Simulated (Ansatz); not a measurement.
# Si (I4_1/amd) in Ansatz: settings compared, part 2 of 2

Ansatz 0.2.0. Earlier steps stand in the parts before.

## (3) Relaxation of cell and atoms, revPBE+D3(BJ)

input.yaml reads:

```yaml
crystal:
  lattice:
    - [-2.3713723045, 2.3713723045, 1.3292653899]
    - [2.3713723045, -2.3713723045, 1.3292653899]
    - [2.3713723045, 2.3713723045, -1.3292653899]
  atoms:
    - { symbol: Si, position: [0.5, 0.5, 0.0] }
    - { symbol: Si, position: [0.25, 0.75, 0.5] }
hamiltonian:
  xc: revpbe
  pseudopotentials: { kind: paw }
  dispersion: d3bj
kpoints:
  mp_grid: { grid: [11, 11, 11] }
scf:
  occupations: { method: fermi_dirac, width: 0.05 }
output:
  forces: true
  stress: true
  eigenvalues: true
relax:
  f_tol: 0.01
  max_steps: 40
  cell: { stress_tol: 0.05 }
```

Potentials or basis: Ansatz PAW.

Command:

```sh
ansatz run input.yaml --threads 2 --pin off --max-ram 5632MiB --backend cpu --events-out ev --progress --plain --runs-dir out
```

Standard output:

```text
Warning: RAYON_NUM_THREADS=2 ignored (pool sized by the plan → 2); use --threads N
Engine: ansatz 0.2.0, x86_64-unknown-linux-gnu
Pseudopotentials: kind: paw
Pseudopotential: Si, paw, valence charge 4, recommended cutoff 420 eV (normal), Si.paw.azcp
Functional definition: revPBE
  parameter kappa = 1.245
  parameter beta = 0.06672455060314922
  exchange = pbe_x(kappa = kappa, mu = beta*pi^2/3)
  correlation = pbe_c(beta = beta)
Crystal: 2 atoms, lattice volume = 29.900 Å³
Basis set: ecut = 420 eV, 581 PW (Γ), exchange–correlation on 50×50×50 points (8 copies of the dense FFT grid, shifted against one another)
Bands: 8, of which v1, the nominal top of the filled ones, is band 4 counted from 1 (3 counted from 0)
Symmetry: 16 space group operations
Space group: I41/amd (ITA 141), of the structure as read, at distance tolerance 3.1e-5 Å
k-points: 126 of 1331
Non-local potential: Si, projectors of the file, l = 0: 2, l = 1: 2, l = 2: 2
PAW form: soft (Blöchl's): semilocal exchange-correlation on the pseudo side does not see the compensation charge
PAW frozen core: Si, regenerated for the run's functional, and the local potential with it (the file was generated under x = pbe(κ = 0.804, μ = 0.2195149727645171), c = pbe(β = 0.06672455060314922))
PAW one-centre angular grid: Si, 110 points (default); XC on 64 Gauss nodes
Initial density: superposition of atomic densities (neutral atoms: chi_scale 0, normalization atom), corrected by the library's trained network
Initial wavefunctions: pseudopotential atomic-orbital guess
Functional: x = revpbe(κ = 1.245, μ = 0.2195149727645171), c = pbe(β = 0.06672455060314922)
SCF iter   1: F=—  HF=-1277.047907 eV  |F-HF|=—  |Δ(HF+E_count)|=         —  Δρ=2.18e-3  dr2=9.11e-4  ethr=1.77e-3  ⟨swp⟩=5.2  Hψ=8189  notcnv=0
preconditioner: auto → none  [metal: Δε(μ)=0.022 eV  Ē_g=10.242 eV  σ=0.050 eV  W_gap=0.11  n_scr=4 (ndim 8)  ℏωp=19.2 eV  f_vac=0.000  D(μ)=0.83/eV (n_scr^D=4)  sad-step TF]
SCF iter   2: F=—  HF=-1277.048072 eV  |F-HF|=—  |Δ(HF+E_count)|=   1.64e-4  Δρ=1.32e-3  dr2=3.60e-4  ethr=1.14e-5  ⟨swp⟩=1.9  Hψ=2186  notcnv=0
SCF iter   3: F=—  HF=-1277.048075 eV  |F-HF|=—  |Δ(HF+E_count)|=   3.29e-6  Δρ=7.86e-5  dr2=7.11e-7  ethr=4.50e-6  ⟨swp⟩=2.0  Hψ=1510  notcnv=0
SCF iter   4: F=—  HF=-1277.048076 eV  |F-HF|=—  |Δ(HF+E_count)|=   1.06e-6  Δρ=9.33e-6  dr2=9.05e-9  ethr=8.89e-9  ⟨swp⟩=2.1  Hψ=1527  notcnv=0
iter 5 did not close the SCF: its close was put off for the readings that it lacked (scf_convergence_deferred on its scf_iter line)
SCF iter   5: F=-1277.048076 eV  HF=-1277.048076 eV  |F-HF|=6.00e-11  |Δ(HF+E_count)|=  2.32e-10  Δρ=2.09e-6  dr2=7.86e-10  ethr=1.13e-10  ⟨swp⟩=2.0  Hψ=1498  notcnv=0
SCF iter   6: F=-1277.048076 eV  HF=-1277.048076 eV  |F-HF|=2.05e-12  |Δ(HF+E_count)|=  1.24e-10  Δρ=2.86e-7  dr2=8.92e-12  ethr=9.83e-12  ⟨swp⟩=1.1  Hψ=3079  notcnv=0
SCF 1 converged in 6 iterations: F = -1277.048076 eV  dr2 = 8.92e-12
relax step   1: F+E_penalty+E_count = -1277.04807609 eV  Δ(F+E_penalty+E_count) = +0.000e0 eV  max|allowed force component| = 5.204e-18 eV/Å  Δτ_max = 0.0000 Å  P = -4.311 GPa  Ω = 29.900 Å³  (6 SCF iters, dr2 threshold 1.00e-7 eV, accepted)
Crystal: 2 atoms, lattice volume = 28.946 Å³
Basis set: ecut = 420 eV, 541 PW (Γ), exchange–correlation on 50×50×50 points (8 copies of the dense FFT grid, shifted against one another)
Initial density: handed on by an earlier stage of this run
Initial wavefunctions: those handed on with the density
[... 66 lines left out ...]
SCF iter   2: F=—  HF=-1277.075350 eV  |F-HF|=—  |Δ(HF+E_count)|=   2.55e-6  Δρ=6.55e-5  dr2=1.26e-6  ethr=1.17e-7  ⟨swp⟩=1.0  Hψ=1016  notcnv=0
SCF iter   3: F=-1277.075350 eV  HF=-1277.075350 eV  |F-HF|=7.76e-10  |Δ(HF+E_count)|=   4.81e-7  Δρ=4.27e-6  dr2=1.92e-9  ethr=2.50e-9  ⟨swp⟩=5.0  Hψ=4961  notcnv=0
SCF 8 converged in 3 iterations: F = -1277.075350 eV  dr2 = 1.92e-9
relax step   8: F+E_penalty+E_count = -1277.07534965 eV  Δ(F+E_penalty+E_count) = -3.984e-5 eV  max|allowed force component| = 1.735e-18 eV/Å  Δτ_max = 0.0000 Å  P = +0.020 GPa  Ω = 28.711 Å³  energy of the carried Pulay correction = +1.812e-4 eV  (3 SCF iters, dr2 threshold 2.00e-7 eV, accepted)
Crystal: 2 atoms, lattice volume = 28.716 Å³
iter 1 solved again at ethr=1.14e-8 eV; its pass at ethr=3.10e-3 eV (dr2=9.11e-7 eV) is discarded
SCF iter   1: F=—  HF=-1277.075354 eV  |F-HF|=—  |Δ(HF+E_count)|=         —  Δρ=5.85e-5  dr2=1.05e-6  ethr=1.14e-8  ⟨swp⟩=2.6  Hψ=8526  notcnv=0
preconditioner: auto → none  [metal: Δε(μ)=0.057 eV  Ē_g=10.532 eV  σ=0.050 eV  W_gap=0.27  n_scr=4 (ndim 8)  ℏωp=19.6 eV  f_vac=0.000  D(μ)=0.68/eV (n_scr^D=4)]
SCF iter   2: F=—  HF=-1277.075354 eV  |F-HF|=—  |Δ(HF+E_count)|=   7.31e-7  Δρ=2.03e-5  dr2=1.22e-7  ethr=1.14e-8  ⟨swp⟩=1.0  Hψ=1013  notcnv=0
SCF iter   3: F=-1277.075354 eV  HF=-1277.075354 eV  |F-HF|=2.91e-11  |Δ(HF+E_count)|=   4.63e-8  Δρ=8.52e-7  dr2=7.64e-11  ethr=5.08e-10  ⟨swp⟩=4.0  Hψ=3067  notcnv=0
SCF 9 converged in 3 iterations: F = -1277.075354 eV  dr2 = 7.64e-11
relax step   9: F+E_penalty+E_count = -1277.07535441 eV  Δ(F+E_penalty+E_count) = -4.759e-6 eV  max|allowed force component| = 1.735e-18 eV/Å  Δτ_max = 0.0000 Å  P = +0.002 GPa  Ω = 28.716 Å³  energy of the carried Pulay correction = +1.802e-4 eV  (3 SCF iters, dr2 threshold 4.06e-8 eV, accepted)
Initial wavefunctions: pseudopotential atomic-orbital guess (no wavefunctions were taken with the density)
iter 1 solved again at ethr=2.95e-9 eV; its pass at ethr=3.10e-3 eV (dr2=2.36e-7 eV) is discarded
SCF iter   1: F=—  HF=-1277.075261 eV  |F-HF|=—  |Δ(HF+E_count)|=         —  Δρ=2.30e-5  dr2=1.26e-8  ethr=2.95e-9  ⟨swp⟩=3.3  Hψ=11422  notcnv=0
preconditioner: auto → none  [metal: Δε(μ)=0.057 eV  Ē_g=10.533 eV  σ=0.050 eV  W_gap=0.27  n_scr=4 (ndim 8)  ℏωp=19.6 eV  f_vac=0.000  D(μ)=0.68/eV (n_scr^D=4)]
SCF iter   2: F=—  HF=-1277.075262 eV  |F-HF|=—  |Δ(HF+E_count)|=   1.24e-6  Δρ=1.17e-5  dr2=3.26e-9  ethr=1.57e-10  ⟨swp⟩=2.0  Hψ=1506  notcnv=0
SCF iter   3: F=-1277.075262 eV  HF=-1277.075262 eV  |F-HF|=4.09e-12  |Δ(HF+E_count)|=   4.23e-8  Δρ=1.77e-7  dr2=2.80e-12  ethr=1.00e-12  ⟨swp⟩=4.2  Hψ=4669  notcnv=0
SCF 10 converged in 3 iterations: F = -1277.075262 eV  dr2 = 2.80e-12
relax step  10: F+E_penalty+E_count = -1277.07526207 eV  Δ(F+E_penalty+E_count) = +9.233e-5 eV  max|allowed force component| = 0.000e0 eV/Å  Δτ_max = 0.0000 Å  P = -0.007 GPa  Ω = 28.716 Å³  stress off target by 2.62e-2 GPa  SCF on the basis re-selected at this cell (its energy is not comparable with the rows above)  (3 SCF iters)
basis re-selected at this cell: Δ(F+E_penalty+E_count) = +9.233e-5 eV, ΔP = -0.009 GPa vs the last step (what re-selecting the basis moved, of the pressure what is left beyond the Pulay correction that the steps carried, after the strain that the cell walked since its last selection, with what the two solves' SCF thresholds leave and, on support functions, any second-order correction that the steps lacked; it is no measure of the basis error at this ecutwfc). This SCF's stress stands 2.62e-2 GPa from its target on what of the cell is left free (relax.cell.stress_tol is 5.00e-2 GPa) and its largest allowed force component is 0.00e0 eV/Å (relax.f_tol is 1.00e-2 eV/Å): within both
SCF converged after 3 iterations
Free energy (F): -1277.075262 eV
Harris-Foulkes:  -1277.075262 eV  (|F-HF|=4.09e-12)
Internal energy: -1277.069594 eV  (E = F + TS)
E sigma→0 (E₀):  -1277.072428 eV
Entropy (-TS):   -0.005669 eV (-2.834 meV/atom)
Fermi energy:    10.570878 eV
--- Per-component energies (eV) ---
  E_band       = 39.271901
  E_kinetic    = 84.232007
  E_local      = 0.590742  (includes V_loc(G=0)·N_el)
  E_nonlocal   = 50.593231
  E_hartree    = 2.074240
  E_xc         = -112.616679
  E_vxc        = -96.252503  (∫ρ·V_xc dr)
  E_paw        = -1029.278478  (= ΣΔE_a)
  E_vpaw       = -4.040069  (= ΣTr[D̂ρ^β])
  E_aug_tail   = 0.000015  (compensation charges beyond the density's cutoff)
  E_ewald      = -270.928315
  E_disp       = -1.698425  (pairwise vdW)
  E_core_change = -0.037931  (= ΣΔE_core)
  E_smearing   = -0.005669  (= −TS)
  E_closure    = 0.000000  (closes the sum)
  Σ components = -1277.075262   (vs F -1277.075262, Δ=0.00e0)
--- Forces (eV/Å), atoms counted from 1 ---
  atom   1  Si    -0.00000000     0.00000000     0.00000000
  atom   2  Si    -0.00000000     0.00000000     0.00000000
  max |Σ_I F_I| component: 6.94e-18 eV/Å
--- Stress (GPa, compression-positive) ---
        0.003122       0.000000       0.000000
        0.000000       0.003122       0.000000
       -0.000000       0.000000      -0.026235
  P = ⅓ Tr σ = -0.0067 GPa (-0.067 kbar)
--- Band table (eV; the first three rows and the last of 126) ---
  k-point 0: bands = ["-3.7296", "7.7539", "7.7539", "8.3133", "11.7557", "18.3567", "19.7064", "19.7064"]
  k-point 1: bands = ["-3.6242", "6.2830", "7.8499", "9.3358", "12.4733", "17.0689", "18.8216", "20.8671"]
  k-point 2: bands = ["-3.3083", "4.5187", "8.1378", "10.0651", "14.3048", "15.3913", "17.4236", "20.7088"]
  k-point 125: bands = ["1.3166", "1.9356", "3.3794", "3.9915", "17.2667", "17.2996", "23.0116", "23.6645"]
--- Relaxed structure (9 steps of the walk, 7 accepted, 1 SCFs on fresh bases) ---
  F+E_penalty+E_count = -1277.07526207 eV   max|allowed force component| = 0.000e0 eV/Å   (the final SCF, on the basis selected at the relaxed cell)
  cell:  # Å, volume = 28.7157 Å³
    - [-2.3749002324428403, 2.3749002324428403, 1.2728241882367046]
    - [2.3749002324428403, -2.3749002324428403, 1.2728241882367046]
    - [2.3749002324428403, 2.3749002324428403, -1.2728241882367046]
  atoms:
    - { symbol: Si, position: [0.5, 0.5, -1.0634167807541037e-34] }
    - { symbol: Si, position: [0.24999999999999994, 0.7500000000000001, 0.5000000000000001] }
```

It took 7.2 s on 2 threads of Intel Xeon 6975P-C (Granite Rapids), shared host; peak memory 0.39 GiB.

Results:

| Item | Value |
| --- | --- |
| Free energy | -1277.0753 eV |
| Relaxed volume | 14.36 Å³/atom |
| Relaxed cell | a = 3.592 Å, b = 3.592 Å, c = 3.592 Å, α = 97.21°, β = 97.21°, γ = 138.49° |
| Space group after relaxing (to 0.05 Å) | I4_1/amd (No. 141) |
| Energy gained by relaxing | 13.6 meV/atom |
| Ionic steps | 8 |
| Pressure after relaxing | 0.0 GPa |
| Band gap on the k mesh | none (metal or under the smearing width) |

The path:
| step | energy change (eV) | largest force (eV/Å) | volume (Å³) |
| --- | --- | --- | --- |
| 1 | 0.0000 | 0.0000 | 29.90 |
| 2 | -0.0185 | 0.0000 | 28.95 |
| 3 | -0.0224 | 0.0000 | 28.60 |
| 4 | -0.0252 | 0.0000 | 28.58 |
| 5 | -0.0272 | 0.0000 | 28.74 |
| 6 | -0.0273 | 0.0000 | 28.71 |
| 7 | -0.0273 | 0.0000 | 28.72 |
| 8 | -0.0272 | 0.0000 | 28.72 |

Final structure:
```
CELL_PARAMETERS angstrom
-2.37490 2.37490 1.27282
2.37490 -2.37490 1.27282
2.37490 2.37490 -1.27282
ATOMIC_POSITIONS crystal
Si 0.50000 0.50000 0.00000
Si 0.25000 0.75000 0.50000
```

Levels at points of the mesh, in eV from the Fermi level:
```
           k point  band 2  band 3  band 4  band 5  band 6  band 7
(0.00, 0.00, 0.00)   -2.82   -2.82   -2.26    1.18    7.79    9.14
```

Caveat: the plane-wave basis is chosen anew once the cell has moved, so the energies of steps on either side of that aren't comparable; pairwise dispersion overbinds metals, which lowers pressure and volume; the PAW data sets come from PBE, with cores solved anew for the run's functional, which leaves a small shift of forces and pressure.

## (4) Relaxation of cell and atoms, revPBE+D4

input.yaml: that of step 3 with these lines changed.

```diff
@@ -11,3 +11,3 @@
   pseudopotentials: { kind: paw }
-  dispersion: d3bj
+  dispersion: d4
 kpoints:
```

Command:

```sh
ansatz run input.yaml --threads 2 --pin off --max-ram 5632MiB --backend cpu --events-out ev --progress --plain --runs-dir out
```

Wall time 7.5 s (2 threads of Intel Xeon 6975P-C (Granite Rapids), shared host); peak memory 0.4 GiB.

The run converged. Its results:

| Property | Result |
| --- | --- |
| Free energy | -1277.0083 eV |
| Relaxed volume | 14.47 Å³/atom |
| Relaxed cell | a = 3.600 Å, b = 3.600 Å, c = 3.600 Å, α = 97.22°, β = 97.22°, γ = 138.46° |
| Space group after relaxing (to 0.05 Å) | I4_1/amd (No. 141) |
| Energy gained by relaxing | 10.3 meV/atom |
| Ionic steps | 9 |
| Pressure after relaxing | 0.0 GPa |
| Band gap on the k mesh | none (metal or under the smearing width) |

The path:
```tsv
step	energy change (eV)	largest force (eV/Å)	volume (Å³)
1	0.0000	0.0000	29.90
2	-0.0125	0.0000	29.12
3	-0.0155	0.0000	28.83
4	-0.0181	0.0000	28.82
5	-0.0202	0.0000	29.02
6	-0.0206	0.0000	28.95
7	-0.0206	0.0000	28.94
8	-0.0206	0.0000	28.94
9	-0.0206	0.0000	28.94
```

Final structure:
```
CELL_PARAMETERS angstrom
-2.38032 2.38032 1.27673
2.38032 -2.38032 1.27673
2.38032 2.38032 -1.27673
ATOMIC_POSITIONS crystal
Si 0.50000 0.50000 0.00000
Si 0.25000 0.75000 0.50000
```

Levels at points of the mesh, in eV from the Fermi level:
```csv
k point,band 1,band 2,band 3,band 4,band 5,band 6,band 7,band 8
"(0.00, 0.00, 0.00)",-14.23,-2.79,-2.79,-2.27,1.22,7.77,9.08,9.08
```

Caveat: the plane-wave basis is chosen anew once the cell has moved, so the energies of steps on either side of that aren't comparable; pairwise dispersion overbinds metals, which lowers pressure and volume; the PAW data sets come from PBE, with cores solved anew for the run's functional, which leaves a small shift of forces and pressure.

## (5) Summary

| level | gap on the mesh (eV) | pressure (GPa) | relaxed volume (Å³/atom) |
| --- | --- | --- | --- |
| RPBE+D4 | none | 0.0 | 14.37 |
| revPBE+D3(BJ) | none | 0.0 | 14.36 |
| revPBE+D4 | none | 0.0 | 14.47 |

Alike in all rows: task relaxation of cell and atoms; potentials or basis Ansatz PAW; no spin polarisation; cell relaxed; k mesh 11 × 11 × 11; cutoff (eV) 420; smearing fermi-dirac 0.05 eV.

Caveats: the plane-wave basis is chosen anew once the cell has moved, so the energies of steps on either side of that aren't comparable; pairwise dispersion overbinds metals, which lowers pressure and volume; the PAW data sets come from PBE, with cores solved anew for the run's functional, which leaves a small shift of forces and pressure.

Total energies depend on the potentials used, so only differences within one code and one set of settings carry meaning.
